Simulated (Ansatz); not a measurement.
## Strain response of Al2Pt

Level of theory: Ansatz 0.2.0, DFT PBEsol, scalar-relativistic, plane waves, PAW. Run with 420 eV cutoff, 8×8×6 k-mesh, Gaussian smearing of 0.10 eV, no spin polarisation.

The relaxed crystal:

```
CELL_PARAMETERS angstrom
2.94826 2.94826 0.00000
-2.94826 2.94826 0.00000
0.00000 0.00000 5.89651
ATOMIC_POSITIONS crystal
Al 0.00000 0.50000 0.75000
Al 0.50000 0.00000 0.75000
Al 0.50000 0.00000 0.25000
Al 0.00000 0.50000 0.25000
Pt 0.00000 0.00000 0.00000
Pt 0.50000 0.50000 0.50000
```

Deformation: c alone is stretched, the rest of the cell is held and the atoms relax, all within the symmetry that the strain leaves. Energies are extrapolated to zero smearing. Stress is positive in compression, on the Cartesian axes of the cell above.

Spin–orbit coupling is left out, which can shift energies with elements as heavy as these.

```
strain (%)  ΔE (meV/atom) a (Å) b (Å) c (Å)  σxx (GPa)  σyy (GPa)  σzz (GPa)
      -4.5           20.3  4.169  4.169  5.631       5.93       5.93       9.28
      -3.0            8.5  4.169  4.169  5.720       3.87       3.87       5.77
      -1.5              ?  4.169  4.169  5.808          ?          ?          ?
      +0.0            0.0  4.169  4.169  5.897       0.02       0.02       0.03
      +1.5            1.9  4.169  4.169  5.985      -1.71      -1.71      -2.51
      +3.0            7.9  4.169  4.169  6.073      -3.22      -3.22      -5.04
      +4.5              ?  4.169  4.169  6.162          ?          ?          ?
```

**Question.** Fill in the row at -1.5 %.

**Answer.** ΔE 2.0 meV/atom; σxx 1.91 GPa; σyy 1.91 GPa; σzz 2.70 GPa.

**Question.** Fill in the row at +4.5 %.

**Answer.** ΔE 17.9 meV/atom; σxx -4.60 GPa; σyy -4.60 GPa; σzz -7.42 GPa.